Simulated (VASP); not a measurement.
Set up this calculation in VASP 6.6.1, as the native input.

* Task: single point
* Functional: PBE
* Potentials or basis: VASP PAW PBE potentials, release 64 (Ga_d, As)
* Cutoff: 520 eV
* k mesh: 8 × 8 × 8
* Occupations: gaussian, width 0.02 eV
* Spin: non-collinear spin, zero start, spin-orbit coupling
* Starting moments: [[0.0, 0.0, 0.0], [0.0, 0.0, 0.0]] μB
* Further INCAR settings: ALGO = Normal; EDIFF = 1e-06; NBANDS = 30

The structure of GaAs lies in POSCAR:

```
GaAs
1.0
    0.0000000000      2.8194337500      2.8406325000
    2.8194337500      0.0000000000      2.8406325000
    2.8194337500      2.8194337500      0.0000000000
Ga As
1 1
Direct
    0.0000000000      0.0000000000      0.0000000000
    0.2500000000      0.2500000000      0.2500000000
```

The cell was built by a generator and isn't the measured one.

One way to write it, as run:

INCAR

```
SYSTEM = GaAs
ALGO     = Normal         ! electronic algorithm
EDIFF    = 1E-6           ! SCF threshold, eV
ENCUT    = 520            ! plane-wave cutoff, eV
GGA      = PE             ! functional
GGA_COMPAT= .FALSE.      
ISIF     = 2              ! what is computed and relaxed
ISMEAR   = 0              ! smearing method
LASPH    = .TRUE.         ! aspherical terms in the spheres
LCHARG   = .FALSE.        ! write CHGCAR
LORBIT   = 11             ! projections on sites
LREAL    = .FALSE.        ! projectors in reciprocal space
LSORBIT  = .TRUE.         ! spin-orbit coupling
LWAVE    = .FALSE.        ! write WAVECAR
MAGMOM   = 0 0 0 0 0 0    ! initial moments
NBANDS   = 30             ! bands
NELM     = 100            ! most SCF steps
PREC     = Accurate       ! precision mode
SIGMA    = 0.02           ! smearing width, eV
```

KPOINTS

```
k-points
0
G
  8 8 8
  0 0 0
```

Potentials or basis: VASP PAW PBE potentials, release 64 (Ga_d, As).

Run with:

```console
$ cat potpaw_PBE.64/Ga_d/POTCAR potpaw_PBE.64/As/POTCAR > POTCAR
$ mpirun -np 1 vasp_ncl > vasp.out
```

It gave:

The pressure is 3.5 GPa. The net moment is 0.00 μB per cell. The valence electrons inside the program's atomic spheres are Ga 11.68; As 2.84.

Wall time 3.7 min on 1 thread of Intel(R) Xeon(R) Platinum 8488C (Sapphire Rapids), on a shared host, peak memory 0.39 GiB.
